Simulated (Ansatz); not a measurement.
Set up this calculation in Ansatz 0.2.0, as the native input.

| Property | Result |
| --- | --- |
| Task | single point |
| Functional | PBEsol |
| Potentials or basis | all-electron LAPW, scalar-relativistic |
| Cutoff | 283 eV (chosen from the basis error) |
| Basis error allowed | 0.002 eV/atom |
| k mesh | 8 × 8 × 8 |
| Occupations | fermi-dirac, width 0.05 eV |
| Spin | no spin polarisation |

The system is SiNi3.

```
Ni Si
1.0
     3.54200    0.00000    0.00000
     0.00000    3.54200    0.00000
     0.00000    0.00000    3.54200
Ni Si
3 1
Direct
  0.50000 0.50000 0.00000
  0.50000 0.00000 0.50000
  0.00000 0.50000 0.50000
  0.00000 0.00000 0.00000
```

One way to write it, as run:

input.yaml

```yaml
crystal:
  lattice:
    - [3.542, 0.0, 0.0]
    - [0.0, 3.542, 0.0]
    - [0.0, 0.0, 3.542]
  atoms:
    - { symbol: Ni, position: [0.5, 0.5, 0.0] }
    - { symbol: Ni, position: [0.5, 0.0, 0.5] }
    - { symbol: Ni, position: [0.0, 0.5, 0.5] }
    - { symbol: Si, position: [0.0, 0.0, 0.0] }
kpoints:
  mp_grid: { grid: [8, 8, 8] }
scf:
  occupations: { method: fermi_dirac, width: 0.05 }
hamiltonian:
  xc: pbesol
  pseudopotentials: { kind: all_electron, lapw: { basis_error: 0.002 } }
output:
  forces: true
  stress: true
  eigenvalues: true
```

Potentials or basis: all-electron LAPW, scalar-relativistic.

Launch:

```sh
$ ansatz run input.yaml --threads 4 --pin off --max-ram 12288MiB --backend cpu --events-out ev --progress --plain --runs-dir out
```

It gave:

- Pressure: -14.1 GPa
- Band gap on the k mesh: none (metal or under the smearing width)

Wall time 23 s on 4 threads of AMD EPYC (Zen 3), on a shared host, peak memory 0.48 GiB.
